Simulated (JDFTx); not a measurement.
A run of JDFTx 1.7.0 (patched build) is set up as follows.

bands.in

```
lattice \
    0.0000000000     4.8329745637     4.8329745637 \
    4.8329745637     0.0000000000     4.8329745637 \
    4.8329745637     4.8329745637     0.0000000000
coords-type Lattice
ion Hf     0.0000000000     0.0000000000     0.0000000000 1
ion O      0.7500000000     0.7500000000     0.7500000000 1
ion O      0.2500000000     0.2500000000     0.2500000000 1

ion-species pseudo/Hf.upf
ion-species pseudo/O.upf
elec-cutoff 42 336
elec-ex-corr gga-PBE
elec-smearing Fermi 0.0018374661
elec-n-bands 18
electronic-minimize nIterations 30 energyDiffThreshold 1e-06
davidson-band-ratio 1.3
forces-output-coords Cartesian
include path.kpoints
symmetries none
fix-electron-density run.$VAR

dump-name bands.$VAR
dump End Ecomponents EigStats BandEigs Kpoints Forces
```

Contents of path.kpoints:

```
kpoint +0.0000000000 +0.0000000000 +0.0000000000 0.020000000000
kpoint +0.0714285714 +0.0000000000 +0.0714285714 0.020000000000
kpoint +0.1428571429 +0.0000000000 +0.1428571429 0.020000000000
kpoint +0.2142857143 +0.0000000000 +0.2142857143 0.020000000000
kpoint +0.2857142857 +0.0000000000 +0.2857142857 0.020000000000
kpoint +0.3571428571 +0.0000000000 +0.3571428571 0.020000000000
kpoint +0.4285714286 +0.0000000000 +0.4285714286 0.020000000000
kpoint +0.5000000000 +0.0000000000 +0.5000000000 0.020000000000
kpoint +0.5000000000 +0.0833333333 +0.5833333333 0.020000000000
kpoint +0.5000000000 +0.1666666667 +0.6666666667 0.020000000000
kpoint +0.5000000000 +0.2500000000 +0.7500000000 0.020000000000
kpoint +0.4375000000 +0.3125000000 +0.7500000000 0.020000000000
kpoint +0.3750000000 +0.3750000000 +0.7500000000 0.020000000000
kpoint +0.3281250000 +0.3281250000 +0.6562500000 0.020000000000
kpoint +0.2812500000 +0.2812500000 +0.5625000000 0.020000000000
kpoint +0.2343750000 +0.2343750000 +0.4687500000 0.020000000000
kpoint +0.1875000000 +0.1875000000 +0.3750000000 0.020000000000
kpoint +0.1406250000 +0.1406250000 +0.2812500000 0.020000000000
kpoint +0.0937500000 +0.0937500000 +0.1875000000 0.020000000000
kpoint +0.0468750000 +0.0468750000 +0.0937500000 0.020000000000
kpoint +0.0000000000 +0.0000000000 +0.0000000000 0.020000000000
kpoint +0.0833333333 +0.0833333333 +0.0833333333 0.020000000000
kpoint +0.1666666667 +0.1666666667 +0.1666666667 0.020000000000
kpoint +0.2500000000 +0.2500000000 +0.2500000000 0.020000000000
kpoint +0.3333333333 +0.3333333333 +0.3333333333 0.020000000000
kpoint +0.4166666667 +0.4166666667 +0.4166666667 0.020000000000
kpoint +0.5000000000 +0.5000000000 +0.5000000000 0.020000000000
kpoint +0.5250000000 +0.4500000000 +0.5250000000 0.020000000000
kpoint +0.5500000000 +0.4000000000 +0.5500000000 0.020000000000
kpoint +0.5750000000 +0.3500000000 +0.5750000000 0.020000000000
kpoint +0.6000000000 +0.3000000000 +0.6000000000 0.020000000000
kpoint +0.6250000000 +0.2500000000 +0.6250000000 0.020000000000
kpoint +0.5625000000 +0.2500000000 +0.6875000000 0.020000000000
kpoint +0.5000000000 +0.2500000000 +0.7500000000 0.020000000000
kpoint +0.5000000000 +0.2916666667 +0.7083333333 0.020000000000
kpoint +0.5000000000 +0.3333333333 +0.6666666667 0.020000000000
kpoint +0.5000000000 +0.3750000000 +0.6250000000 0.020000000000
kpoint +0.5000000000 +0.4166666667 +0.5833333333 0.020000000000
kpoint +0.5000000000 +0.4583333333 +0.5416666667 0.020000000000
kpoint +0.5000000000 +0.5000000000 +0.5000000000 0.020000000000
kpoint +0.4791666667 +0.4791666667 +0.5416666667 0.020000000000
kpoint +0.4583333333 +0.4583333333 +0.5833333333 0.020000000000
kpoint +0.4375000000 +0.4375000000 +0.6250000000 0.020000000000
kpoint +0.4166666667 +0.4166666667 +0.6666666667 0.020000000000
kpoint +0.3958333333 +0.3958333333 +0.7083333333 0.020000000000
kpoint +0.3750000000 +0.3750000000 +0.7500000000 0.020000000000
kpoint +0.6250000000 +0.2500000000 +0.6250000000 0.020000000000
kpoint +0.5833333333 +0.1666666667 +0.5833333333 0.020000000000
kpoint +0.5416666667 +0.0833333333 +0.5416666667 0.020000000000
kpoint +0.5000000000 +0.0000000000 +0.5000000000 0.020000000000
```

Potentials or basis: PseudoDojo-SR-PBE-0.5-standard.

Launch:

```bash
$ jdftx -c 1 -i bands.in -o bands.out
```

What does it give for the band gap along the path?

3.77 eV, direct.

Levels at the corners of the path, in eV from the valence-band top:
| point | band 10 | band 11 | band 12 | band 13 | band 14 |
| --- | --- | --- | --- | --- | --- |
| Γ | -0.60 | -0.60 | -0.60 | 3.87 | 3.87 |
| X | -1.50 | -1.50 | 0.00 | 3.77 | 5.43 |
| W | -2.50 | -1.36 | -0.20 | 4.76 | 5.09 |
| K | -2.17 | -1.30 | -0.33 | 4.28 | 5.35 |
| Γ | -0.60 | -0.60 | -0.60 | 3.87 | 3.87 |
| L | -2.65 | -1.80 | -1.80 | 4.56 | 4.56 |
| U | -2.17 | -1.30 | -0.33 | 4.28 | 5.35 |
| W | -2.50 | -1.36 | -0.20 | 4.76 | 5.09 |
| L | -2.65 | -1.80 | -1.80 | 4.56 | 4.56 |
| K | -2.17 | -1.30 | -0.33 | 4.28 | 5.35 |
| U | -2.17 | -1.30 | -0.33 | 4.28 | 5.35 |
| X | -1.50 | -1.50 | 0.00 | 3.77 | 5.43 |

Caveat: spin-orbit coupling is left out, which moves the levels of the heavy elements.
